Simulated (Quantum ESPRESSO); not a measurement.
**Pb under changes of volume**

One of the cells (30.323 Å³/atom); the others are scaled copies at fixed shape and fractional positions:

```
Pb
1.0
     0.00000    2.47502    2.47502
     2.47502    0.00000    2.47502
     2.47502    2.47502    0.00000
Pb
1
Direct
  0.00000 0.00000 0.00000
```

| Item | Value |
| --- | --- |
| Program | Quantum ESPRESSO 7.5 |
| Functional | PBE |
| Potentials or basis | GBRV 1.5 PBE |
| Cutoff | 612 eV |
| Density cutoff | 4898 eV |
| k mesh | 9 × 9 × 9 |
| Occupations | fermi-dirac, width 0.05 eV |
| Spin | no spin polarisation |

```csv
volume (Å³/atom),energy over the lowest point (meV/atom),pressure (GPa)
28.503,53.15,5.7
29.110,33.63,4.4
29.716,19.12,3.1
30.323,9.00,2.1
30.929,2.82,1.1
31.535,0.00,0.2
32.142,?,?
```

Problem. What does the run at 32.142 Å³/atom give?

Solution. Energy over the lowest point 0.17 meV/atom; pressure -0.5 GPa.

Worked out: A Birch-Murnaghan fit of order 3 (a polynomial in V^(-2/3)) to the other rows has its minimum at 31.79 Å³/atom, just outside them, with B0 = V·E''(V) = 39 GPa and B' = 5.7. It gives 0.22 meV/atom at 32.142 Å³/atom, against the run's 0.17, and -dE/dV = -0.4 GPa, against -0.5.

Energies are extrapolated to zero smearing.
